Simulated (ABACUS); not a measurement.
# ZnSe (Stilleite) in ABACUS: the effect of exact exchange share

The system is ZnSe (Stilleite).

```
Se Zn
1.0
     0.00000    2.83380    2.83380
     2.83380    0.00000    2.83380
     2.83380    2.83380    0.00000
Se Zn
1 1
Cartesian
  4.2507 4.2507 4.2507
  0.0000 0.0000 0.0000
```

Alike in all runs:

- Program: ABACUS 3.10.1
- Task: single point
- Potentials or basis: PseudoDojo NC SR 0.4.1 PBE standard
- Cutoff: 1361 eV
- Density cutoff: 5442 eV
- Basis: DZP LCAO (the cutoffs set its grid)
- k mesh: 4 × 4 × 4
- Occupations: fermi-dirac, width 0.05 eV
- Spin: no spin polarisation

```tsv
exact exchange share	functional	gap on the mesh (eV)
0	PBE	1.43
0.1	PBE0-type (share 0.1)	2.19
0.25	PBE0-type (share 0.25)	3.39
0.4	PBE0-type (share 0.4)	?
```

Task: What does the run with exact exchange share 0.4 give?

Result: gap on the mesh 4.64 eV.

Worked out: A straight line through the other rows of the gap on the mesh, of slope 7.85 eV per unit of exact exchange share, extrapolates to 4.56 eV, against the run's 4.64.

Caveats: all runs use coarse meshes; the atomic orbitals were generated for these runs and aren't a published set; the basis of atomic orbitals isn't converged, which shifts pressures, moduli and gaps; the hybrid runs on potentials with a model core (some runs); gaps of hybrids in this basis differ from plane-wave ones by up to 0.1 eV (some runs).

